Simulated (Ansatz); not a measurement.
Geometry optimisation in Ansatz: input, command and trajectory.

```yaml
crystal:
  lattice:
    - [2.3765792262, 2.3765792262, 0.0]
    - [-2.3765792262, 2.3765792262, 0.0]
    - [0.0, 0.0, 4.4256681093]
  atoms:
    - { symbol: Ga, position: [0.0, 0.0, 0.0] }
    - { symbol: Ga, position: [0.5, 0.5, 0.5] }
    - { symbol: "N", position: [0.5, 0.0, 0.25] }
    - { symbol: "N", position: [0.0, 0.5, 0.75] }
basis:
  ecutwfc: 420
kpoints:
  mp_grid: { grid: [8, 8, 6] }
hamiltonian:
  xc: pbe
scf:
  occupations: { method: gaussian, width: 0.02 }
output:
  forces: true
  stress: true
  eigenvalues: true
relax:
  adjacent_minimum: "off"
  f_tol: 0.008
  max_steps: 40
  cell: { stress_tol: 0.015, fix: [a, b, gamma] }
```

```bash
ansatz run input.yaml --threads 1 --pin off --max-ram 2560MiB --backend cpu --events-out ev --progress --plain --runs-dir out
```

Method: DFT PBE, scalar-relativistic, plane waves, PAW in Ansatz.

Of 7 frames 6 are shown, positions in Å and forces in eV/Å; the SCF threshold varies from step to step. Steps run on the plane waves of an earlier cell, with a Pulay correction in the pressure. The basis is chosen afresh for the last frame, the zero of the energies, and at times for earlier ones too; energy and pressure step there, also at an unchanged geometry.

```xyz
4
Lattice="2.3766 2.3766 0.0000 -2.3766 2.3766 0.0000 0.0000 0.0000 4.4257" Properties=species:S:1:pos:R:3:forces:R:3 pbc="T T T" step=1 free_energy_over_end_meV_per_atom=3.81 pressure_GPa=-9.37
Ga    0.0000    0.0000    0.0000    0.0000    0.0000    0.0000
Ga    0.0000    2.3766    2.2128    0.0000    0.0000    0.0000
N     1.1883    1.1883    1.1064    0.0000    0.0000    0.0000
N    -1.1883    1.1883    3.3193    0.0000    0.0000    0.0000
4
Lattice="2.3766 2.3766 0.0000 -2.3766 2.3766 0.0000 0.0000 0.0000 4.3593" Properties=species:S:1:pos:R:3:forces:R:3 pbc="T T T" step=2 free_energy_over_end_meV_per_atom=-0.02 pressure_GPa=-7.42
Ga    0.0000    0.0000    0.0000    0.0000    0.0000    0.0000
Ga    0.0000    2.3766    2.1796    0.0000    0.0000    0.0000
N     1.1883    1.1883    1.0898    0.0000    0.0000    0.0000
N    -1.1883    1.1883    3.2694    0.0000    0.0000    0.0000
4
Lattice="2.3766 2.3766 0.0000 -2.3766 2.3766 0.0000 0.0000 0.0000 4.3271" Properties=species:S:1:pos:R:3:forces:R:3 pbc="T T T" step=3 free_energy_over_end_meV_per_atom=-0.67 pressure_GPa=-6.44
Ga    0.0000    0.0000    0.0000    0.0000    0.0000    0.0000
Ga    0.0000    2.3766    2.1635    0.0000    0.0000    0.0000
N     1.1883    1.1883    1.0818    0.0000    0.0000    0.0000
N    -1.1883    1.1883    3.2453    0.0000    0.0000    0.0000
4
Lattice="2.3766 2.3766 0.0000 -2.3766 2.3766 0.0000 0.0000 0.0000 4.3274" Properties=species:S:1:pos:R:3:forces:R:3 pbc="T T T" step=4 free_energy_over_end_meV_per_atom=-0.67 pressure_GPa=-6.45
Ga    0.0000    0.0000    0.0000    0.0000    0.0000    0.0000
Ga    0.0000    2.3766    2.1637    0.0000    0.0000    0.0000
N     1.1883    1.1883    1.0819    0.0000    0.0000    0.0000
N    -1.1883    1.1883    3.2456    0.0000    0.0000    0.0000
4
Lattice="2.3766 2.3766 0.0000 -2.3766 2.3766 0.0000 0.0000 0.0000 4.3274" Properties=species:S:1:pos:R:3:forces:R:3 pbc="T T T" step=5 free_energy_over_end_meV_per_atom=0.01 pressure_GPa=-6.52
Ga    0.0000    0.0000    0.0000    0.0000    0.0000    0.0000
Ga    0.0000    2.3766    2.1637    0.0000    0.0000    0.0000
N     1.1883    1.1883    1.0819    0.0000    0.0000    0.0000
N    -1.1883    1.1883    3.2456    0.0000    0.0000    0.0000
4
Lattice="2.3766 2.3766 0.0000 -2.3766 2.3766 0.0000 0.0000 0.0000 4.3245" Properties=species:S:1:pos:R:3:forces:R:3 pbc="T T T" step=7 free_energy_over_end_meV_per_atom=0.00 pressure_GPa=-6.43
Ga    0.0000    0.0000    0.0000    0.0000    0.0000    0.0000
Ga    0.0000    2.3766    2.1623    0.0000    0.0000    0.0000
N     1.1883    1.1883    1.0811    0.0000    0.0000    0.0000
N    -1.1883    1.1883    3.2434    0.0000    0.0000    0.0000
```

Time: 13 s on 1 thread of AMD EPYC 9R45 96-Core Processor (Zen 5) (shared host), peak memory 0.44 GiB.